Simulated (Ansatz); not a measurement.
A run of Ansatz 0.2.0 is set up as follows.

The input input.yaml:

```yaml
crystal:
  lattice:
    - [2.7315534957, 0.0, 0.0]
    - [0.0, 2.7315534957, 0.0]
    - [0.0, 0.0, 24.6575]
  atoms:
    - { symbol: Mn, position: [0.5, 0.5, 0.3041670891], spin: 4.0 }
    - { symbol: Mn, position: [0.0, 0.0, 0.3825002535], spin: 4.0 }
    - { symbol: Mn, position: [0.5, 0.5, 0.4608334178], spin: 4.0 }
    - { symbol: Mn, position: [0.0, 0.0, 0.5391665822], spin: 4.0 }
    - { symbol: Mn, position: [0.5, 0.5, 0.6174997465], spin: 4.0 }
    - { symbol: Mn, position: [0.0, 0.0, 0.6958329109], spin: 4.0 }
hamiltonian:
  xc: pbe
  pseudopotentials: { kind: paw }
magnetization:
  spin_polarized: true
kpoints:
  mp_grid: { grid: [10, 10, 1] }
scf:
  occupations: { method: fermi_dirac, width: 0.05 }
output:
  forces: true
  eigenvalues: true
efield:
  axis: 3
  dipole_correction: true
  ramp_width: 0.04
```

Potentials or basis: Ansatz PAW.

Command:

```bash
$ ansatz run input.yaml --threads 4 --pin off --max-ram 11264MiB --backend cpu --events-out ev --progress --plain --runs-dir out
```

Q: Estimate the dipole across the slab.

A: -0.008 e·Å.

Q: Predict the work function of the upper face.

A: 3.98 eV.

Forces on the atoms (eV/Å):
```
Mn   0.000  0.000  0.789
Mn   0.000  0.000  0.035
Mn   0.000  0.000  0.044
Mn   0.000  0.000  0.078
Mn   0.000  0.000 -0.096
Mn   0.000  0.000 -0.850
```

Caveat: the cell was measured hot, at 1373 K; the starting moments weren't kept.
